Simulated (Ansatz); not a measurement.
InN (zinc blende)

```
CELL_PARAMETERS angstrom
      0.00000     5.04898     5.04898
      2.52449     2.52449     5.04898
      2.52449     2.52449     0.00000
ATOMIC_POSITIONS crystal
  N  0.00000 0.75000 0.75000
  N  0.50000 0.75000 0.75000
  In 0.00000 0.00000 0.00000
  In 0.50000 0.00000 0.00000
```

A phonon eigenvector at X = (0.5, 0.5, 0.0) is frozen into this cell: atom i moves by Q times the vector below, so Q is the largest atomic displacement, in Å. The cell is held. (q is in reciprocal vectors of the primitive cell; the cell shown is doubled to hold the pattern.)

```
atom      x      y       z
----  -----  -----  ------
N1    0.000  0.000   1.000
N2    0.000  0.000  -1.000
```

Atoms not listed stay in place.

Level of theory: PBE (plane waves to 420 eV, PAW, scalar-relativistic; Ansatz, a first-principles code). k mesh 11×11×11 (Γ-centred), Fermi-Dirac smearing 0.05 eV. With partly filled bands, energies and forces of such displacements shift with the k mesh and the smearing. At this level the bands of InN touch or barely overlap; measurements give the solid a gap. InN was relaxed with its symmetry unable to fall. 

```tsv
Q (Å)	−dE/dQ from forces (eV/Å)
-0.100	2.991
-0.083	2.496
-0.067	2.000
-0.050	1.502
-0.033	1.002
-0.017	0.501
0.000	0.000
0.017	-0.501
0.033	-1.002
0.050	-1.502
0.067	-2.000
0.083	-2.496
0.100	-2.991
```

Q: What harmonic wavenumber does the curvature at Q = 0 give?

A: 540 cm⁻¹. E″ = 30.08 eV/Å², M = Σ mᵢ|uᵢ|² = 28.0 u, ν̃ = 521.5·√(|E″|/M).

(For displaced atoms, the force is minus the slope of the energy, and its curvature is a force constant, which sets phonon frequencies.)
